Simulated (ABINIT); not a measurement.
# RbBr (Fm-3m): G0W0 in ABINIT against the bands in the self-energy

Aim: move the bands in the self-energy of a G0W0 run on RbBr (Fm-3m) over a wide range.

Calculated with ABINIT 10.8.3; PBE and many-body steps on it, plane waves.

Most raw output is cut from this account.

The database entry behind the starting cell differs from later determinations by our own check (about 0.5 % short), so it need not match the best structure at ambient conditions.

**1. The starting structure**

The structure is cubic, space group Fm-3m (No. 225). The conventional cell has a = 6.854 Å, b = 6.854 Å, c = 6.854 Å, α = 90.00°, β = 90.00°, γ = 90.00°. Nearest to Rb lie 6 Br at 3.43 Å. Br has 6 Rb at 3.43 Å nearest. Farther neighbours and most contacts between anions are not listed.

The cell and positions come from the Crystallography Open Database and are kept as given unless a step says otherwise.

**2. Screening, 4×4×4 mesh, 138 bands, screening to 176.9 eV**

This step: ABINIT 10.8.3; RPA screening on PBE, plane waves, norm-conserving pseudopotentials.

The RPA dielectric matrix is built and inverted for each q.

Contents of run.abi:

```
acell 3*1.0 Angstrom
rprim 
  0.000000000000 3.427000000000 3.427000000000
  3.427000000000 0.000000000000 3.427000000000
  3.427000000000 3.427000000000 -0.000000000000
ntypat 2
znucl 37 35
natom 2
typat 1 2
xred 
  0.000000000000 0.000000000000 0.000000000000
  0.500000000000 0.500000000000 0.500000000000
pp_dirpath "pseudos"
pseudos "Rb.upf, Br.upf"
ecut 19
ngkpt 4 4 4
nshiftk 1
shiftk 0 0 0
kptopt 1
chksymbreak 0
istwfk *1
occopt 1
irdwfk 1
optdriver 3
nband 138
ecuteps 6.5
inclvkb 2
awtr 1
symchi 1
indata_prefix "in"
outdata_prefix "out"
tmpdata_prefix "tmp"
```

Command:

```sh
$ OMP_NUM_THREADS=1 mpirun -n 4 abinit run.abi > log
```

The job ended after 94 s (4 MPI ranks of Arm Neoverse N1, shared host; peak memory 0.92 GiB; 6.2 min of CPU time).

Numbers from this step:

- ε∞ with local fields, on this mesh, along the program's q direction: 2.365
- the same without local fields: 2.843
- plasma frequency: 16.56 eV
- plane waves in the screening matrix: 411

Local fields lower ε∞ by 17 %.

**3. 16 bands**

This step: G0W0 on PBE, plane waves, norm-conserving pseudopotentials.

run.abi: that of step 2 with these lines changed.

```diff
@@ -23,8 +23,15 @@
 irdwfk 1
-optdriver 3
-nband 138
+optdriver 4
+nband 16
+gwcalctyp 0
+ecutsigx 19
+symsigma 1
+nkptgw 1
+kptgw 
+  0.0000000000 0.0000000000 0.0000000000
+bdgw 
+  6 12
 ecuteps 6.5
-inclvkb 2
-awtr 1
-symchi 1
+irdscr 1
+ppmodel 1
 indata_prefix "in"
```

It took 7 s on 4 MPI ranks; peak memory 0.73 GiB; 28 s of CPU time.

This step gave:

- G0W0 gap on the points computed: 6.167 eV
- starting gap on the mesh: 4.364 eV
- k of the valence top: 0, 0, 0
- k of the conduction bottom: 0, 0, 0
- Z at the valence top: 0.833
- Z at the conduction bottom: 0.883
- least direct G0W0 gap on the computed points: 6.167 eV

**4. 19 bands**

run.abi: that of step 3 with these lines changed.

```diff
@@ -24,3 +24,3 @@
 optdriver 4
-nband 16
+nband 19
 gwcalctyp 0
```

Wall time 7.8 s (4 MPI ranks); peak memory 0.73 GiB.

This step gave:

| Quantity | Value |
| --- | --- |
| G0W0 gap on the points computed | 6.229 eV |
| starting gap on the mesh | 4.364 eV |
| k of the valence top | 0, 0, 0 |
| k of the conduction bottom | 0, 0, 0 |
| Z at the valence top | 0.828 |
| Z at the conduction bottom | 0.879 |
| least direct G0W0 gap on the computed points | 6.229 eV |

**5. 41 bands**

The self-energy is evaluated for the states that the input lists, and the levels follow from it, in one-shot runs by the linearised quasiparticle equation.

run.abi: that of step 4 with these lines changed.

```diff
@@ -24,3 +24,3 @@
 optdriver 4
-nband 19
+nband 41
 gwcalctyp 0
```

It took 13 s on 4 MPI ranks; peak memory 0.82 GiB; 50 s of CPU time.

Numbers from this step:

* G0W0 gap on the points computed: 6.477 eV
* starting gap on the mesh: 4.364 eV
* k of the valence top: 0, 0, 0
* k of the conduction bottom: 0, 0, 0
* least direct G0W0 gap on the computed points: 6.477 eV

The gap on the mesh goes from 4.36 eV to 6.48 eV, a correction of +2.11 eV.

**6. 84 bands**

run.abi: that of step 5 with these lines changed.

```diff
@@ -24,3 +24,3 @@
 optdriver 4
-nband 41
+nband 84
 gwcalctyp 0
```

It took 21 s on 4 MPI ranks; peak memory 0.93 GiB; 84 s of CPU time.

This step gave:

```yaml
g0w0_gap_on_the_points_computed: 6.646 eV
starting_gap_on_the_mesh: 4.364 eV
k_of_the_valence_top: 0, 0, 0
k_of_the_conduction_bottom: 0, 0, 0
least_direct_g0w0_gap_on_the_computed_points: 6.646 eV
```

Against the run before, the gap moves by +0.169 eV.

**7. 138 bands**

run.abi: that of step 6 with these lines changed.

```diff
@@ -24,3 +24,3 @@
 optdriver 4
-nband 84
+nband 138
 gwcalctyp 0
```

It took 32 s on 4 MPI ranks; peak memory 1.1 GiB.

This step gave:

| Quantity | Value |
| --- | --- |
| G0W0 gap on the points computed | 6.721 eV |
| starting gap on the mesh | 4.364 eV |
| k of the valence top | 0, 0, 0 |
| k of the conduction bottom | 0, 0, 0 |
| least direct G0W0 gap on the computed points | 6.721 eV |

Against the run before, the gap moves by +0.075 eV.

**8. The runs together**

Times are wall times on 4 MPI ranks of Arm Neoverse N1, shared host, good to a factor of about two. A run's time includes the screening step that it read.

| run | mesh | bands | screening cutoff (eV) | DFT gap (eV) | gap on the mesh (eV) | direct (eV) | ε∞ used | time |
| --- | --- | --- | --- | --- | --- | --- | --- | --- |
| 16 bands | 4×4×4 | 16 | 176.9 | 4.364 | 6.167 | 6.167 | 2.37 | 1.7 min |
| 19 bands | 4×4×4 | 19 | 176.9 | 4.364 | 6.229 | 6.229 | 2.37 | 1.7 min |
| 41 bands | 4×4×4 | 41 | 176.9 | 4.364 | 6.477 | 6.477 | 2.37 | 1.8 min |
| 84 bands | 4×4×4 | 84 | 176.9 | 4.364 | 6.646 | 6.646 | 2.37 | 1.9 min |
| 138 bands | 4×4×4 | 138 | 176.9 | 4.364 | 6.721 | 6.721 | 2.37 | 2.1 min |

**9. What came out**

* 16 bands: 6.167 eV
* 19 bands: 6.229 eV
* 41 bands: 6.477 eV
* 84 bands: 6.646 eV
* 138 bands: 6.721 eV
* known limits: not at the basis limit; no spin-orbit coupling

In words: The setting moved: bands in the self-energy. From 16 bands to 138 bands the gap moves by +0.55 eV. The last step still moves it by +0.075 eV. Bands and screening cutoff are coupled, so a series along one setting does not show full convergence. Bands and cutoff are finite, so the gap is not at the basis limit. The miss can reach some tenths of an eV and take either sign; the mesh is an error of its own. In the G0W0 runs levels were corrected at 1 k point alone, so a gap called «on the mesh» is the least over those, and an edge elsewhere would be missed. The many-body steps are scalar-relativistic: spin-orbit coupling is not in them.

[Paths, hosts, dates, memory and timing lines, banners, echoed tables and standing remarks are left out of the program output.]

[Logs are printed without paths, hosts, clocks, repeated set-up lines and the standing remarks that a program may print on its own settings, such as how far it seeks lower states.]

[Runs of the session that timed out or met a known fault of the program may be left out.]

[Hosts, paths, dates, database ids (printed as entryN), source tags and the programs' standing remarks are cut or masked in the printed files.]

[G0W0 gaps are taken among the corrected bands and points alone; a level outside them can change the order at an edge.]

[Where Ansatz stands beside ABINIT at settings called matched, ABINIT's density can come from a denser mesh and the files from another edition; pairs whose starting gaps differed by over 0.03 eV were left out, so agreement reads better than it is.]
